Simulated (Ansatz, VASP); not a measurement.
## One calculation of SiGe, two programs

```
Si Ge
1.0
     3.97007    0.00000    0.00000
    -1.98504    3.43818    0.00000
     0.00000    0.00000    6.56096
Si Ge
2 2
Direct
  0.66667 0.33333 0.87450
  0.33333 0.66667 0.37450
  0.66667 0.33333 0.47704
  0.33333 0.66667 0.97704
```

Alike in both runs: task single point; functional LDA; k mesh 12 × 12 × 6; occupations gaussian, width 0.03 eV; no spin polarisation.

```csv
,VASP,Ansatz
version,VASP 6.6.1,Ansatz 0.2.0
potentials or method,"VASP PAW LDA potentials, release 64 (Si, Ge_d)","scalar-relativistic, plane waves, PAW"
plane-wave cutoff (eV),520,420
valence electrons in the cell,36,36
```

```csv
,VASP,Ansatz,Ansatz less VASP
gap on the k mesh at the Fermi level (eV),none,none,-
pressure (GPa),-4.7,-4.8,-0.04
largest component of the traceless stress (GPa),3.31,3.28,-0.029
rms of the force components (eV/Å),0.715,0.713,-0.0020
```

Atom by atom the forces differ by 0.002 eV/Å (rms over components). A gap of «none» marks a metal or a gap that the smearing closes. Ansatz warned: «pseudo_functional_mismatch».

Caveats: forces of over 1 eV/Å show positions far from the minimum, so gaps and moduli don't describe the material at rest.
